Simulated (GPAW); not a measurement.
A run of GPAW 26.7.0 is set up as follows.

run.py

```python
import numpy as np
from ase import Atoms
from ase.dft.bandgap import bandgap
from ase.io import write
from ase.units import GPa
from gpaw import GPAW, PW, setup_paths
from gpaw.spinorbit import soc_eigenstates

setup_paths.insert(0, '.')

atoms = Atoms(['Zr', 'Zr', 'C', 'C'],
              cell=[[3.3914762718, 0.0, 0.0],
                    [-1.6957381359, 2.9371046077, 0.0],
                    [0.0, 0.0, 5.290053]],
              scaled_positions=[[0.6666666667, 0.3333333333, 0.75],
                                [0.3333333333, 0.6666666667, 0.25],
                                [0.0, 0.0, 0.5],
                                [0.0, 0.0, 0.0]],
              pbc=True)

calc = GPAW(mode=PW(800),
            xc='PBEsol',
            kpts={'size': (9, 9, 5), 'gamma': True},
            occupations={'name': 'fermi-dirac', 'width': 0.05},
            nbands=31,
            convergence={'density': 1e-05, 'energy': 1e-05},
            maxiter=150,
            txt='gpaw.txt')
atoms.calc = calc
energy = atoms.get_potential_energy()
forces = atoms.get_forces()
stress = atoms.get_stress()
calc.write('gs.gpw')
write('result.traj', atoms)
print(f'Energy: {energy:.6f} eV')
print('Forces (eV/A):')
print(forces.round(4))
print('Stress (GPa):', (stress / GPa).round(3))
print('Fermi level:', round(calc.get_fermi_level(), 4), 'eV')
print(f'Gap: {bandgap(calc)[0]:.4f} eV, direct: {bandgap(calc, direct=True)[0]:.4f} eV')

path = atoms.cell.bandpath('GMKGALHA,LM,KH', npoints=80, eps=1e-4)
bs_calc = calc.fixed_density(kpts=path, symmetry='off', nbands=46,
                             convergence={'bands': 'CBM+6.0', 'eigenstates': 1e-6}, txt='bands.txt')
bs = bs_calc.band_structure()
bs.write('bs.json')
print(f'Gap on the path: {bandgap(bs_calc)[0]:.4f} eV')

soc = soc_eigenstates(bs_calc, theta=54.7, phi=45)
np.savetxt('soc_bands.dat', soc.eigenvalues(), fmt='%.4f')
mesh = soc_eigenstates('gs.gpw', theta=54.7, phi=45)
np.savetxt('soc_mesh.dat', mesh.eigenvalues(), fmt='%.4f')
print('Fermi level with spin-orbit coupling:', round(mesh.fermi_level, 4), 'eV')
```

Potentials or basis: PAW data sets generated in the run's folder for this functional, pw.

Run with:

```bash
$ gpaw-setup -f PBEsol C Zr
$ OMP_NUM_THREADS=1 python run.py
```

**Question.** Estimate the pressure.

**Answer.** -8.7 GPa.

**Question.** Estimate the band gap along the path.

**Answer.** None (metal or under the smearing width).

Stress tensor (GPa, compression positive):
```
-9.26  0.00  0.00
 0.00 -9.26  0.00
 0.00  0.00 -7.57
```

Caveat: spin-orbit coupling was added after a scalar SCF, so levels and gaps hold it while energy, forces, pressure and moments don't; this program's spin-orbit splittings come out too wide for heavy elements.
